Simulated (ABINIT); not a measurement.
I:

```
CELL_PARAMETERS angstrom
0.00000 2.36560 3.90984
2.19225 0.00000 3.90984
2.19225 2.36560 0.00000
ATOMIC_POSITIONS crystal
I 0.00000 0.00000 0.00000
```

Base run:

* Program: ABINIT 10.8.3 (patched build)
* Functional: PBE
* Potentials or basis: JTH PAW PBE v2.0
* Cutoff: 408 eV
* k mesh: 7 × 7 × 7
* Occupations: fermi-dirac, width 0.05 eV
* Spin: no spin polarisation

Its results: band gap on the k mesh none (metal or under the smearing width); pressure 0.6 GPa.

Task: The run is repeated on the same cell with these changes: functional from PBE to PBEsol; k mesh from 7 × 7 × 7 to 12 × 12 × 12. What comes out?

Result: Band gap on the k mesh none (metal or under the smearing width); pressure -1.2 GPa.

Several settings changed at once, so the effect can't be laid on one alone.

Caveats: an odd number of electrons without spin polarisation forces a metal; a magnetic or distorted state may lie lower; the PAW data sets were made with another functional, which shifts forces and pressure a little (some runs).
